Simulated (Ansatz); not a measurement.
**Energy ranking of LiCl2 structures**

Theory: DFT PBE, scalar-relativistic, plane waves, PAW (Ansatz). All cells share a 420 eV cutoff and Γ-centred k meshes spaced at most about 0.3 Å⁻¹ (about 0.25 or finer for metals, 2π included). No spin polarisation.

Formation energies are uncorrected and refer to the elements' standard structures at the same level (Cl₂ as a molecule).

Temperature and zero-point effects are left out. Only the structures computed here compete, so a lower one can exist. Weakly bound directions are ill-defined at this level, which has no dispersion term (P4_2/mmc, P6/mmm), and this can change margins and order among such cells. In P3_121, P6_422, Fm-3m, P6/mmm an odd number of electrons in the primitive cell allows no gap without spin; a larger cell or a magnetic state could open one. A magnetic state wasn't ruled out in cells without spin, among them P3_121, P6_422, Fm-3m, P4_2/mmc, P6/mmm.

Invented guesses were relaxed alike, and ends that match in structure were merged. ΔE counts from the first row. Coordination counts Cl atoms around Li (those within 1.25 times the shortest such distance or 1.15 times the sum of covalent radii; the shortest distance is added where it is long for a bond). The ends were matched against large subsets of the Crystallography Open Database and the Materials Project, so a missing match doesn't prove that a structure is unreported.

```tsv
#	reached from	type and space group	atoms	Å³/atom	coordination	ΔE (meV/atom)	gap on mesh (eV)	in databases
1	quartz type (P3_121)	P3_121 (No. 152)	9	23.3	Li 4	0	0.00	no match
2	VSi2 type (P6_422)	P6_422 (No. 181)	9	22.3	Li 4	166	0.00	no match
3	fluorite type (Fm-3m)	fluorite, Fm-3m (No. 225)	3	20.9	Li 8 from 2.7 Å	229	0.00	no match
4	random cell with space group P4_2mc	P4_2/mmc (No. 131)	6	51.1	Li 4 from 2.8 Å	294	0.00	no match
5	TbGa2 type (P6/mmm)	P6/mmm (No. 191)	3	23.8	Li 12 from 3.3 Å	519	0.00	no match
```

The lowest: Space group P3_121 (No. 152), trigonal, a = 6.751 Å, c = 5.320 Å. Around Li lie 4 Cl at 2.39–2.45 Å; Cl has 2 Li at 2.39–2.45 Å and 2 Cl at 2.65–2.67 Å. Its energy over the elements is −1.12 eV/atom. A negative formation energy is needed for stability but isn't enough: competing phases decide. An observed structure of this formula, if there is one, may be missing.

```cif
data_structure
_symmetry_space_group_name_H-M 'P3_121'
_symmetry_Int_Tables_number 152
_cell_length_a 6.7515
_cell_length_b 6.7515
_cell_length_c 5.3197
_cell_angle_alpha 90.000
_cell_angle_beta 90.000
_cell_angle_gamma 120.000
_cell_volume 210.00
loop_
_atom_site_label
_atom_site_type_symbol
_atom_site_symmetry_multiplicity
_atom_site_Wyckoff_symbol
_atom_site_fract_x
_atom_site_fract_y
_atom_site_fract_z
_atom_site_occupancy
Li1 Li 3 a 0.36078 0.00000 0.33333 1
Cl1 Cl 6 c 0.33612 0.33431 0.25064 1
```

The second: Space group P6_422 (No. 181), hexagonal, a = 7.133 Å, c = 4.561 Å. Li is surrounded by 4 Cl at 2.46 Å; Cl is surrounded by 2 Li at 2.46 Å and 2 Cl at 2.78 Å. Counting Cl atoms around Li, the first and the second both have Li 4. Cells relaxed within their symmetry can be saddle points. Some types were kept out of the candidates beforehand, so the set may lack a known form.
